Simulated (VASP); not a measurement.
Here is a VASP 6.6.1 calculation.

Contents of INCAR:

```
ALGO = Fast
EDIFF = 1E-4
EDIFFG = -0.08
ENCUT = 520
GGA = PE
IBRION = 2
ISIF = 3
ISMEAR = 0
LASPH = T
LCHARG = F
LREAL = F
LWAVE = F
NELM = 60
NSW = 24
PREC = Normal
SIGMA = 0.15
```

Contents of KPOINTS:

```
k-points
0
Gamma
  5 5 5
```

File POSCAR:

```
BeTe
1.0
    0.0000000000      2.6163661900      2.6163661900
    2.6163661900      0.0000000000      2.6163661900
    2.6163661900      2.6163661900      0.0000000000
Be Te
1 1
Direct
    0.0000000000      0.0000000000      0.0000000000
    0.5000000000      0.5000000000      0.5000000000
```

Potentials or basis: VASP PAW PBE potentials, release 64 (Be, Te).

Launch:

```bash
$ cat potpaw_PBE.64/Be/POTCAR potpaw_PBE.64/Te/POTCAR > POTCAR
$ mpirun -np 1 vasp_std > vasp.out
```

What does it give for the relaxed cell?

a = 3.800 Å, b = 3.800 Å, c = 3.800 Å, α = 60.00°, β = 60.00°, γ = 60.00°.

What does it give for the relaxed volume?

19.40 Å³/atom.

The path:
```csv
step,energy change (eV),largest force (eV/Å),pressure (GPa),volume (Å³)
1,0.0000,0.0000,6.30,35.82
2,-0.0515,0.0000,-1.28,39.60
3,-0.0547,0.0000,0.04,38.80
```

Caveat: the k mesh is coarse (spacing up to 0.42 Å⁻¹), so the values aren't converged; the relaxation stopped at a loose force limit of 0.08 eV/Å, so its end isn't a converged minimum. The run has no spin-orbit coupling, so splittings on Te are missing.
